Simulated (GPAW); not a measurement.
# GaAs (F-43m) in GPAW: settings compared

The runs below take GaAs through equation of state, with vdW-DF, PBE.

All numbers are computed with GPAW 26.7.0; they aren't measurements. Logs are shortened: lines on timing, memory, paths and dates and some standing lists are left out, and cuts for length are marked. The log counts tension as positive stress, the text compression.

## Step 1: Starting point

Symmetry: F-43m, No. 216, cubic system. The conventional cell has a = 5.654 Å, b = 5.654 Å, c = 5.654 Å, α = 90.00°, β = 90.00°, γ = 90.00°. As (site symmetry -43m) has 4 Ga at 2.45 Å as nearest neighbours. Ga (site symmetry -43m) is surrounded by 4 As at 2.45 Å.

## Step 2: Equation of state, vdW-DF

Contents of run.py:

```python
from ase import Atoms
from ase.eos import EquationOfState
from ase.io import Trajectory
from ase.units import GPa
from gpaw import GPAW, PW

atoms = Atoms(['As', 'Ga'],
              cell=[[0.0, 2.82685, 2.82685],
                    [2.82685, 0.0, 2.82685],
                    [2.82685, 2.82685, 0.0]],
              scaled_positions=[[0.75, 0.75, 0.75],
                                [0.0, 0.0, 0.0]],
              pbc=True)

traj = Trajectory('eos.traj', 'w')
volumes, energies = [], []
for x in [0.94, 0.96, 0.98, 1.0, 1.02, 1.04, 1.06]:
    a = atoms.copy()
    a.set_cell(atoms.cell * x**(1 / 3), scale_atoms=True)
    calc = GPAW(mode=PW(600),
                xc={'name': 'vdW-DF', 'backend': 'libvdwxc'},
                kpts={'size': (8, 8, 8), 'gamma': True},
                occupations={'name': 'fermi-dirac', 'width': 0.05},
                nbands=11,
                convergence={'density': 1e-05, 'energy': 1e-05},
                maxiter=150,
                txt=f'eos-{x:.2f}.txt')
    a.calc = calc
    energies.append(a.get_potential_energy(force_consistent=True))
    volumes.append(a.get_volume())
    calc.write(f'eos-{x:.2f}.gpw')
    traj.write(a)
    print(f'{x:.2f} {volumes[-1]:10.4f} A^3 {energies[-1]:14.6f} eV', flush=True)

v0, e0, B = EquationOfState(volumes, energies, eos='birchmurnaghan').fit()
print(f'V0 = {v0:.4f} A^3, E0 = {e0:.6f} eV, B0 = {B / GPa:.2f} GPa')
```

Potentials or basis: GPAW PAW data sets (gpaw-data 1.2.1), pw.

Command:

```console
OMP_NUM_THREADS=1 python run.py
```

What it wrote:

```text
__  _  _
 | _ |_)|_||  |
 |__||  | ||/\| - 26.7.0

Input parameters:
  mode=PW(ecut=600.0),
  convergence={'density': 1e-05, 'energy': 1e-05},
  kpts=MonkhorstPack(size=(8, 8, 8), gamma=True),
  maxiter=150,
  nbands=11,
  occupations=Occupations(name='fermi-dirac', width=0.05),
  xc=XC(name='vdW-DF', backend='libvdwxc')

Diagonalizing LCAO Hamiltonian
Converting LCAO to pw mode

                    As

       Ga

Atoms  # Å, Bohr magnetons
|   | symbol |        x |        y |        z |    initial magnetic moments |
|---|--------|----------|----------|----------|-----------------------------|
| 0 |     As | 4.182967 | 4.182967 | 4.182967 | ( 0.0000,  0.0000,  0.0000) |
| 1 |     Ga | 0.000000 | 0.000000 | 0.000000 | ( 0.0000,  0.0000,  0.0000) |

Unit cell  # Å
| periodic |        x |        y |        z |  lengths |    angles |
|----------|----------|----------|----------|----------|-----------|
|      yes | 0.000000 | 2.788645 | 2.788645 | 3.943739 | 60.000000 |
|      yes | 2.788645 | 0.000000 | 2.788645 | 3.943739 | 60.000000 |
|      yes | 2.788645 | 2.788645 | 0.000000 | 3.943739 | 60.000000 |

Number of symmetries: 24
Symmetry operations  # r_c * U_cc + t_c -> r_c
|    | kind |            matrix            |
|----|------|------------------------------|
|  0 |  E   |  1, 0, 0,  0, 1, 0,  0, 0, 1 |
|  1 |  σ   |  1, 0, 0,  0, 0, 1,  0, 1, 0 |
|  2 |  σ   |  1, 0,-1,  0, 1,-1,  0, 0,-1 |
|  3 |  C3  |  1, 0,-1,  0, 0,-1,  0, 1,-1 |
|  4 |  C3  |  1,-1, 0,  0,-1, 1,  0,-1, 0 |
|  5 |  σ   |  1,-1, 0,  0,-1, 0,  0,-1, 1 |
|  6 |  σ   |  0, 1, 0,  1, 0, 0,  0, 0, 1 |
|  7 |  C3  |  0, 1, 0,  0, 0, 1,  1, 0, 0 |
|  8 |  C2  |  0, 1,-1,  1, 0,-1,  0, 0,-1 |
|  9 |  S4  |  0, 1,-1,  0, 0,-1,  1, 0,-1 |
| 10 |  C3  |  0, 0, 1,  1, 0, 0,  0, 1, 0 |
| 11 |  σ   |  0, 0, 1,  0, 1, 0,  1, 0, 0 |
| 12 |  S4  |  0, 0,-1,  1, 0,-1,  0, 1,-1 |
| 13 |  C3  |  0, 0,-1,  0, 1,-1,  1, 0,-1 |
| 14 |  S4  |  0,-1, 1,  1,-1, 0,  0,-1, 0 |
| 15 |  C2  |  0,-1, 1,  0,-1, 0,  1,-1, 0 |
| 16 |  C3  |  0,-1, 0,  1,-1, 0,  0,-1, 1 |
| 17 |  S4  |  0,-1, 0,  0,-1, 1,  1,-1, 0 |
| 18 |  S4  | -1, 1, 0, -1, 0, 1, -1, 0, 0 |
| 19 |  C3  | -1, 1, 0, -1, 0, 0, -1, 0, 1 |
| 20 |  C3  | -1, 0, 1, -1, 1, 0, -1, 0, 0 |
| 21 |  S4  | -1, 0, 1, -1, 0, 0, -1, 1, 0 |
| 22 |  σ   | -1, 0, 0, -1, 1, 0, -1, 0, 1 |
| 23 |  C2  | -1, 0, 0, -1, 0, 1, -1, 1, 0 |

BZ-sampling:
  Number of BZ points: 512
  Number of IBZ points: 29

  Monkhorst-Pack size: [8, 8, 8]
  Monkhorst-Pack shift: [0.0625, 0.0625, 0.0625]

K-points  # in reciprocal-cell coordinates
|     |                                coordinates |     weight |
|-----|--------------------------------------------|------------|
|   0 | (  0.00000000,   0.00000000,   0.00000000) | 0.00195312 |
|   1 | (  0.12500000,   0.12500000,   0.00000000) | 0.01171875 |
|   2 | (  0.12500000,   0.12500000,   0.12500000) | 0.01562500 |
|   3 | (  0.25000000,   0.12500000,   0.12500000) | 0.02343750 |
|   4 | (  0.25000000,   0.25000000,   0.00000000) | 0.01171875 |
|   5 | (  0.25000000,   0.25000000,   0.12500000) | 0.04687500 |
|   6 | (  0.25000000,   0.25000000,   0.25000000) | 0.01562500 |
|   7 | (  0.37500000,   0.25000000,  -0.37500000) | 0.04687500 |
|   8 | (  0.37500000,   0.25000000,   0.12500000) | 0.04687500 |
|   9 | (  0.37500000,   0.25000000,   0.25000000) | 0.04687500 |
| ... |                                            |            |
|  28 | (  0.50000000,   0.50000000,   0.50000000) | 0.00781250 |

Plane wave coefficients: 1459
Cutoff: 600.0 eV

Spin-components: 1 (collinear spins)
Bands:           11
Projectors:      10
Spin-degeneracy: 2
Datatype:        complex128

Parallelization:
  kpt:    1
  domain: 1
  band:   1

Density:
  Valence electrons: 8.0
  Components: 1
  Grid points: [24 24 24]
  Charge: 0.0  # |e|

Potential:
  Grid points: [24 24 24]

species:
  As:
    name:    Arsenic
    Z:       33.0
    valence: 5
    core:    28
    charge:  0.0  # [|e|]
    compensation charges:
      type: gauss
      rc: 0.33  # [Å]
      lmax: 2
    cutoffs:
      filter: 1.87  # [Å]
      core: 2.96  # [Å]
    projectors
    | kind |    occ | energy [eV] | rcut [Å] |
    |------|--------|-------------|----------|
    |   4s |  2.000 |     -14.425 |    1.058 |
    |   4p |  3.000 |      -5.155 |    1.058 |
    |    s |        |      12.786 |    1.058 |
    |    p |        |      22.056 |    1.058 |
    |    d |        |       0.000 |    1.058 |

    Using partial waves for As as LCAO basis

  Ga:
    name:    Gallium
    Z:       31.0
    valence: 3
    core:    28
    charge:  0.0  # [|e|]
    compensation charges:
      type: gauss
      rc: 0.37  # [Å]
      lmax: 2
    cutoffs:
      filter: 2.06  # [Å]
      core: 4.17  # [Å]
    projectors
    | kind |    occ | energy [eV] | rcut [Å] |
    |------|--------|-------------|----------|
    |   4s |  2.000 |      -8.879 |    1.164 |
    |   4p |  1.000 |      -2.530 |    1.164 |
    |    s |        |      18.332 |    1.164 |
    |    p |        |      24.682 |    1.164 |
    |    d |        |       0.000 |    1.164 |

    Using partial waves for Ga as LCAO basis

Reference energy: -114396.396665  # eV

eigensolver:
  PPCG
  Converge bands: occupied
  niter=2

density mixing:
  MSR1-Mixer
  Pratt-step length: 0.05
  Maximum mixing coefficient: 0.75
  Old densities: 10
  SVD Regularization: 0.005
  Good broyden scale: 1.0
  Trust region scale: 1.0
  Backstep threshold: 4.0
  History deletion threshold: 6.0
  Fourier metric: weight=20.0, sigma=0.015

occupation numbers:
  Fermi-Dirac:
    width: 0.0500  # eV

poisson solver:
  ecut: 4800.0  # eV

xc functional:
  name: vdW-DF with libvdwxc
  Mode: serial
  Semilocal: GGA_X_PBE_R+LDA_C_PW with 2 nearest neighbor stencil
  Local blocksize: 48 x 48 x 48
  PAW datasets: revPBE

convergence criteria:
- Maximum integral of absolute [dens]ity change: 1e-05 electrons / valence electron
- Maximum [total energy] change in last 3 cyles: 1e-05 eV / valence electron
- Maximum integral of absolute [eigenst]ate change: 4e-08 eV^2 / valence electron
maximum number of iterations: 150

SCF iterations
|iter     | |      energy | eigst |  dens |
|---------|-|-------------|-------|-------|
|iter:   1| |  -77.744632 | -0.57 |       |
|iter:   2| |  -77.723948 | -2.91 | -0.88 |
|iter:   3| |  -77.641298 | -2.06 | -0.91 |
|iter:   4| |  -77.644298 | -3.81 | -1.50 |
|iter:   5| |  -77.644778 | -4.61 | -1.98 |
|iter:   6| |  -77.644792 | -5.70 | -2.81 |
|iter:   7| |  -77.644794c| -7.59c| -3.63 |
|iter:   8| |  -77.644794c| -8.25c| -4.02 |
|iter:   9| |  -77.644794c| -8.88c| -5.30c|

Converged in 9 steps
Energy contributions relative to reference atoms: (reference = -114396.396665)

Energy contributions:
  Kinetic:          37.850487
  Coulomb:         -33.287393
  Zero:             -0.011294
  External:          0.000000
  Xc:              -82.196595
  Entropy:          -0.000000
  Spinorbit:         0.000000
  ----------------------------
  Free energy:     -77.644794
  Extrapolated:    -77.644794

dipole moment: (-10.723562, -10.723562, -10.723562)  # |e|*Ang

Fermi level: 5.929
Eigenvalues  # (at kpt = [0.000, 0.000, 0.000])
| band index |      eig [eV] | occ [0-2] |
|------------|---------------|-----------|
|          0 |        -7.534 |     2.000 |
|          1 |         5.419 |     2.000 |
|          2 |         5.419 |     2.000 |
|          3 |         5.419 |     2.000 |
|          4 |         6.382 |     0.000 |
|          5 |         9.257 |     0.000 |
|          6 |         9.257 |     0.000 |
|          7 |         9.257 |     0.000 |
|          8 |        13.493 |     0.000 |
|          9 |        15.631 |     0.000 |
|         10 |        15.632 |     0.000 |

Gap: 0.963 eV
Transition (v -> c):
  (s=0, k=0, n=3, [0.00, 0.00, 0.00]) -> (s=0, k=0, n=4, [0.00, 0.00, 0.00])
No difference between direct/indirect transitions
# Writing to eos-0.96.gpw (mode='')
```

It took 27 s on 1 thread of AMD EPYC 9R45 (Zen 5), shared host; peak memory 0.27 GiB.

Results:

```yaml
Equilibrium_volume: "25.32 Å³/atom (rough: see the caveat)"
Bulk_modulus: 50 GPa (rough)
```

Energy against volume, from the lowest point:
| volume (Å³/atom) | energy (meV/atom) |
| --- | --- |
| 21.234 | 136.86 |
| 21.686 | 100.41 |
| 22.138 | 70.21 |
| 22.590 | 45.62 |
| 23.041 | 26.10 |
| 23.493 | 11.14 |
| 23.945 | 0.00 |

Caveat: the minimum lies outside the volumes run; the PAW data sets were made with another functional, which shifts forces and pressure a little.

## Step 3: Equation of state, PBE

Contents of run.py:

```python
from ase.eos import EquationOfState
from ase.io import Trajectory, read
from ase.units import GPa
from gpaw import GPAW, PW, setup_paths

setup_paths.insert(0, '.')

atoms = read('GaAs.xyz')

traj = Trajectory('eos.traj', 'w')
volumes, energies = [], []
for x in [0.94, 0.96, 0.98, 1.0, 1.02, 1.04, 1.06]:
    a = atoms.copy()
    a.set_cell(atoms.cell * x**(1 / 3), scale_atoms=True)
    calc = GPAW(mode=PW(600),
                xc='PBE',
                kpts={'size': (8, 8, 8), 'gamma': True},
                occupations={'name': 'fermi-dirac', 'width': 0.05},
                nbands=11,
                convergence={'density': 1e-05, 'energy': 1e-05},
                maxiter=150,
                txt=f'eos-{x:.2f}.txt')
    a.calc = calc
    energies.append(a.get_potential_energy(force_consistent=True))
    volumes.append(a.get_volume())
    p = -a.get_stress()[:3].mean() / GPa
    calc.write(f'eos-{x:.2f}.gpw')
    traj.write(a)
    print(f'{x:.2f} {volumes[-1]:10.4f} A^3 {energies[-1]:14.6f} eV {p:9.3f} GPa', flush=True)

v0, e0, B = EquationOfState(volumes, energies, eos='birchmurnaghan').fit()
print(f'V0 = {v0:.4f} A^3, E0 = {e0:.6f} eV, B0 = {B / GPa:.2f} GPa')
```

Contents of GaAs.xyz:

```xyz
2
Lattice="0.0000000000 2.8268500000 2.8268500000 2.8268500000 0.0000000000 2.8268500000 2.8268500000 2.8268500000 0.0000000000" Properties=species:S:1:pos:R:3 pbc="T T T"
As     4.2402750000      4.2402750000      4.2402750000
Ga     0.0000000000      0.0000000000      0.0000000000
```

Potentials or basis: PAW data sets generated in the run's folder for this functional, pw.

Command:

```console
gpaw-setup -f PBE As Ga
OMP_NUM_THREADS=1 python run.py
```

Wall time 26 s (1 thread of AMD EPYC 9R45 (Zen 5), shared host); peak memory 0.22 GiB.

Results (log left out):

| Item | Value |
| --- | --- |
| Equilibrium volume | 23.99 Å³/atom (rough: see the caveat) |
| Bulk modulus | 62 GPa (rough) |

Energy against volume, from the lowest point:
```
volume (Å³/atom)  energy (meV/atom)
          21.234              78.12
          21.686              52.45
          22.138              32.58
          22.590              17.91
          23.041               7.91
          23.493               2.09
          23.945               0.00
```

Caveat: the minimum lies outside the volumes run.
